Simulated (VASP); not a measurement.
Set up this calculation in VASP 6.6.1, as the native input.

```yaml
Task: single point
Functional: PBE
Potentials_or_basis: VASP PAW PBE potentials, release 64 (Ir)
Cutoff: 520 eV
k_mesh: 6 × 6 × 6
Occupations: gaussian, width 0.1 eV
Spin: no spin polarisation
Dipole_correction: no
Further_INCAR_settings: ALGO = Normal; EDIFF = 1e-06; NBANDS = 20
```

The structure of Ir lies in POSCAR:

```
Ir
1.0
    3.7334951464      0.0000000000      0.0000000000
    0.0000000000      3.7334951464      0.0000000000
    0.0000000000      0.0000000000      3.7334951464
Ir
3
Direct
    0.0000000000      0.5000000000      0.5000000000
    0.5000000000      0.0000000000      0.5000000000
    0.5000000000      0.5000000000      0.0000000000
```

The cell was built by a generator and needn't be a form met in nature.

The cell isn't the ideal one: random cell with space group Pm-3m (No. 221).

These files were run (other wordings do the same):

INCAR

```
ALGO = Normal
EDIFF = 1E-6
ENCUT = 520
GGA = PE
ISIF = 2
ISMEAR = 0
LASPH = True
LCHARG = True
LELF = True
LREAL = False
LVHAR = True
LWAVE = False
NBANDS = 20
NELM = 100
PREC = Accurate
SIGMA = 0.1
```

KPOINTS

```
k-points
0
Gamma
  6 6 6
```

Potentials or basis: VASP PAW PBE potentials, release 64 (Ir).

The run is started by

```bash
$ cat potpaw_PBE.64/Ir/POTCAR > POTCAR
$ mpirun -np 1 vasp_std > vasp.out
```

It gave:

```
Pressure               : 0.2 GPa
Band gap on the k mesh : none (metal or under the smearing width)
```

Wall time 12 s on 1 thread of Intel(R) Xeon(R) Platinum 8488C (Sapphire Rapids), with other jobs on the host, peak memory 0.16 GiB.
